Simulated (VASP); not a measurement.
# SiC (F-43m) in VASP: relaxation of cell and atoms with PBE

Aim: the relaxation of cell and atoms of SiC with PBE.

Everything below comes from runs of VASP 6.6.1. Logs are shortened: lines on timing, memory, paths and dates and some standing lists are left out, and cuts for length are marked.

### 1 The structure

The structure is cubic, space group F-43m (No. 216). Conventional cell: a = 4.358 Å, b = 4.358 Å, c = 4.358 Å, α = 90.00°, β = 90.00°, γ = 90.00°. Si (site symmetry -43m) is surrounded by 4 C at 1.89 Å. C (site symmetry -43m) has 4 Si at 1.89 Å as nearest neighbours.

### 2 Relaxation of cell and atoms, PBE

Input file INCAR:

```
SYSTEM = SiC
PREC = Accurate ; ENCUT = 600
EDIFF = 1E-7 ; ISMEAR = 0
SIGMA = 0.02 ; LREAL = .False.
LASPH = .True. ; NELM = 60
ALGO = Normal ; ISIF = 3
LWAVE = .False. ; LCHARG = .False.
GGA = PE ; IBRION = 2
NSW = 80 ; EDIFFG = -0.004
```

Input file KPOINTS:

```
regular mesh
0
Gamma
  10 10 10
  0 0 0
```

Input file POSCAR:

```
SiC
1.0
    0.0000000000      2.1790000000      2.1790000000
    2.1790000000      0.0000000000      2.1790000000
    2.1790000000      2.1790000000      0.0000000000
Si C
1 1
Direct
    0.0000000000      0.0000000000      0.0000000000
    0.2500000000      0.2500000000      0.2500000000
```

Potentials or basis: VASP PAW PBE potentials, release 64 (Si, C).

Started as:

```
$ cat potpaw_PBE.64/Si/POTCAR potpaw_PBE.64/C/POTCAR > POTCAR
$ mpirun -np 1 vasp_std > vasp.out
```

OUTCAR:

```text
SYSTEM = SiC
   PREC = Accurate
   ENCUT = 600
   EDIFF = 1E-7
   ISMEAR = 0
   LREAL = .False.
   LASPH = .True.
   NELM = 60
   ISIF = 3
   GGA = PE
   IBRION = 2
   NSW = 80
   EDIFFG = -0.004

 ion  position               nearest neighbor table
   1  0.000  0.000  0.000-   2 1.89   2 1.89   2 1.89   2 1.89
   2  0.250  0.250  0.250-   1 1.89   1 1.89   1 1.89   1 1.89

  LATTYP: Found a face centered cubic cell.
 ALAT       =     4.3580000000

  Lattice vectors:

 A1 = (   0.0000000000,   2.1790000000,   2.1790000000)
 A2 = (   2.1790000000,   0.0000000000,   2.1790000000)
 A3 = (   2.1790000000,   2.1790000000,   0.0000000000)

Analysis of symmetry for initial positions (statically):
=====================================================================
 Subroutine PRICEL returns:
 Original cell was already a primitive cell.

 Routine SETGRP: Setting up the symmetry group for a
 face centered cubic supercell.

 Subroutine GETGRP returns: Found 24 space group operations
 (whereof 24 operations were pure point group operations)
 out of a pool of 48 trial point group operations.

The static configuration has the point symmetry T_d .

Analysis of symmetry for dynamics (positions and initial velocities):
=====================================================================
 Subroutine PRICEL returns:
 Original cell was already a primitive cell.

 Routine SETGRP: Setting up the symmetry group for a
 face centered cubic supercell.

 Subroutine GETGRP returns: Found 24 space group operations
 (whereof 24 operations were pure point group operations)
 out of a pool of 48 trial point group operations.

The dynamic configuration has the point symmetry T_d .

 Subroutine INISYM returns: Found 24 space group operations
 (whereof 24 operations are pure point group operations),
 and found     1 'primitive' translations

----------------------------------------------------------------------------------------

                                     Primitive cell

  volume of cell :      20.6920

  direct lattice vectors                    reciprocal lattice vectors
     0.000000000  2.179000000  2.179000000    -0.229463056  0.229463056  0.229463056
     2.179000000  0.000000000  2.179000000     0.229463056 -0.229463056  0.229463056
     2.179000000  2.179000000  0.000000000     0.229463056  0.229463056 -0.229463056

[... 99 lines left out ...]
   EFERMI_NEDOS =   21; number of points for ismear=-14 and -15
   IALGO  =     38    algorithm
   IMIX   =      4    mixing-type and parameters
     AMIX     =   0.40;   BMIX     =  1.00
     AMIX_MAG =   1.60;   BMIX_MAG =  1.00
  volume/ion in A,a.u.               =      10.35        69.82
  Fermi-wavevector in a.u.,A,eV,Ry     =   1.192626  2.253736 19.352338  1.422357
  Thomas-Fermi vector in A             =   2.328660
   LORBIT       =      0    0 simple, 1 ext, 2 COOP (PROOUT), +10 PAW based schemes
   GGA     = PE    functional components
   LHFCALC =     F    Hartree Fock is set to
   AEXX    =    0.0000 exact exchange contribution
   IVDW    =     0    specifies the selected vdW correction
   LEPSILON=     F    determine dielectric tensor
   LRPA    =     F    only Hartree local field effects (RPA)
 conjugate gradient relaxation of ions
 non-spin polarized calculation
 Gauss-broadening in eV      SIGMA  =   0.02
  energy-cutoff  :      600.00
  volume of cell :       20.69
 maximum number of plane-waves:       701
 NGX is ok and might be reduce to    28
   NGX = 13   NGY = 13   NGZ = 13

--------------------------------------- Ionic step        1  -------------------------------------------

 number of electron       8.0000000 magnetization

 Free energy of the ion-electron system (eV)
  ---------------------------------------------------
  ext. energy  EPLUGINS =         0.00000000
  ---------------------------------------------------
  free energy    TOTEN  =       -15.05911974 eV

  energy without entropy =      -15.05911974  energy(sigma->0) =      -15.05911974

------------------------ aborting loop because EDIFF is reached ----------------------------------------

  FORCE on cell =-STRESS in cart. coord.  units (eV):
  Direction    XX          YY          ZZ          XY          YZ          ZX
  --------------------------------------------------------------------------------------
  -------------------------------------------------------------------------------------
  Total        0.3967982      0.3967982      0.3967982     -0.0000000      0.0000000      0.0000000
  in kB       30.7240551     30.7240551     30.7240551     -0.0000000      0.0000000      0.0000000
  external PRESSURE =      30.7240551 kB  Pullay stress =       0.0000000 kB
[... 59 lines left out ...]
--------------------------------------- Ionic step        3  -------------------------------------------

 number of electron       8.0000000 magnetization

 Free energy of the ion-electron system (eV)
  ---------------------------------------------------
  ext. energy  EPLUGINS =         0.00000000
  ---------------------------------------------------
  free energy    TOTEN  =       -15.06188993 eV

  energy without entropy =      -15.06188993  energy(sigma->0) =      -15.06188993

 E-fermi :   8.1065     XC(G=0): -11.2947

 val. band max:        7.9491337192   @ k =   0.0000   0.0000   0.0000
 cond. band min:       9.3194156834   @ k =   0.5000   0.5000   0.0000
 fundamental gap:      1.3702819642
 Fermi energy:         8.1065171955

 k-point     1 :       0.0000    0.0000    0.0000
  band No.  band energies     occupation
      1      -7.3439      2.00000
      2       7.9491      2.00000
      3       7.9491      2.00000
      4       7.9491      2.00000
      5      14.0178      0.00000
      6      15.1599      0.00000
      7      15.1599      0.00000
      8      15.1599      0.00000
[... 243 lines left out ...]
 k-point    24 :       0.4000    0.3000    0.0000
  band No.  band energies     occupation
      1      -4.2402      2.00000
      2       2.3849      2.00000
      3       4.8263      2.00000
      4       5.3468      2.00000
      5      10.8086      0.00000
      6      13.5158      0.00000
      7      19.4205      0.00000
      8      19.7481      0.00000

 [... further k-points ...]

------------------------ aborting loop because EDIFF is reached ----------------------------------------

  FORCE on cell =-STRESS in cart. coord.  units (eV):
  Direction    XX          YY          ZZ          XY          YZ          ZX
  --------------------------------------------------------------------------------------
  -------------------------------------------------------------------------------------
  Total        0.0003265      0.0003265      0.0003265     -0.0000000      0.0000000      0.0000000
  in kB        0.0249247      0.0249247      0.0249247     -0.0000000      0.0000000      0.0000000
  external PRESSURE =       0.0249247 kB  Pullay stress =       0.0000000 kB
[... 17 lines left out ...]
  FREE ENERGIE OF THE ION-ELECTRON SYSTEM (eV)
  ---------------------------------------------------
  free  energy   TOTEN  =       -15.0618899256 eV

  energy  without entropy=      -15.0618899256  energy(sigma->0) =      -15.06188993

 reached required accuracy - stopping structural energy minimisation
```

Wall time 28 s (1 thread of Intel Xeon Platinum 8488C (Sapphire Rapids), shared host); peak memory 0.15 GiB.

What came out:

```yaml
Free_energy: -15.0619 eV
Relaxed_volume: 10.49 Å³/atom
Relaxed_cell: a = 3.096 Å, b = 3.096 Å, c = 3.096 Å, α = 60.00°, β = 60.00°, γ = 60.00°
Space_group_after_relaxing_to_0.05_Å: F-43m (No. 216)
Energy_gained_by_relaxing: 1.4 meV/atom
Ionic_steps: 3
Pressure_after_relaxing: 0.0 GPa
Band_gap_on_the_k_mesh: 1.37 eV, indirect (least direct gap 4.53 eV)
```

The path:
```csv
step,energy change (eV),largest force (eV/Å),pressure (GPa),volume (Å³)
1,0.0000,0.0000,3.07,20.69
2,0.0001,0.0000,-2.98,21.29
3,-0.0028,0.0000,0.00,20.99
```

Final structure:
```cif
data_structure
_symmetry_space_group_name_H-M 'P 1'
_symmetry_Int_Tables_number 1
_cell_length_a 3.0961
_cell_length_b 3.0961
_cell_length_c 3.0961
_cell_angle_alpha 60.000
_cell_angle_beta 60.000
_cell_angle_gamma 60.000
_cell_volume 20.99
loop_
_atom_site_label
_atom_site_type_symbol
_atom_site_fract_x
_atom_site_fract_y
_atom_site_fract_z
_atom_site_occupancy
Si1 Si 0.00000 0.00000 0.00000 1
C1 C 0.25000 0.25000 0.25000 1
```

A k mesh can miss the band edges. PBE usually gives volumes a little too large and moduli too small.
